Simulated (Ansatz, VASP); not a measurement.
This is a calculation of Ge for VASP 6.6.1.

INCAR

```
SYSTEM = Ge
PREC = Accurate
ENCUT = 520
EDIFF = 1E-7
ISMEAR = -1
SIGMA = 0.05
LREAL = .False.
LASPH = .True.
NELM = 100
ALGO = Normal
ISIF = 2
LWAVE = .False.
LCHARG = .False.
GGA = PE
NBANDS = 21
```

File KPOINTS:

```
regular mesh
0
Gamma
  11 11 11
  0 0 0
```

File POSCAR:

```
Ge
1.0
   -2.5396950521      2.5396950521      1.3785263734
    2.5396950521     -2.5396950521      1.3785263734
    2.5396950521      2.5396950521     -1.3785263734
Ge
2
Direct
    0.5000000000      0.5000000000      0.0000000000
    0.2500000000      0.7500000000      0.5000000000
```

Potentials or basis: VASP PAW PBE potentials, release 64 (Ge_d).

Launch:

```sh
$ cat potpaw_PBE.64/Ge_d/POTCAR > POTCAR
$ mpirun -np 1 vasp_std > vasp.out
```

Task: Set up the same calculation for Ansatz 0.2.0. Potentials there: Ansatz PAW.

Result: As run (the cutoff follows the program's own potentials):

File input.yaml:

```yaml
crystal:
  lattice:
    - [-2.5396950521, 2.5396950521, 1.3785263734]
    - [2.5396950521, -2.5396950521, 1.3785263734]
    - [2.5396950521, 2.5396950521, -1.3785263734]
  atoms:
    - { symbol: Ge, position: [0.5, 0.5, 0.0] }
    - { symbol: Ge, position: [0.25, 0.75, 0.5] }
hamiltonian:
  xc: pbe
  pseudopotentials: { kind: paw }
kpoints:
  mp_grid: { grid: [11, 11, 11] }
scf:
  occupations: { method: fermi_dirac, width: 0.05 }
output:
  forces: true
  stress: true
  eigenvalues: true
```

Potentials or basis: Ansatz PAW.

The run is started by

```sh
$ ansatz run input.yaml --threads 1 --pin off --max-ram 3584MiB --backend cpu --events-out ev --progress --plain --runs-dir out
```

Both were run:

|  | VASP | Ansatz | Ansatz less VASP |
| --- | --- | --- | --- |
| gap on the k mesh at the Fermi level (eV) | none | none | - |
| pressure (GPa) | 6.9 | 6.8 | -0.04 |
| largest component of the traceless stress (GPa) | 0.07 | 0.07 | +0.002 |

A gap of «none» marks a metal or a gap that the smearing closes. The functional is the same, so the differences come from potentials, cutoffs and numerics.
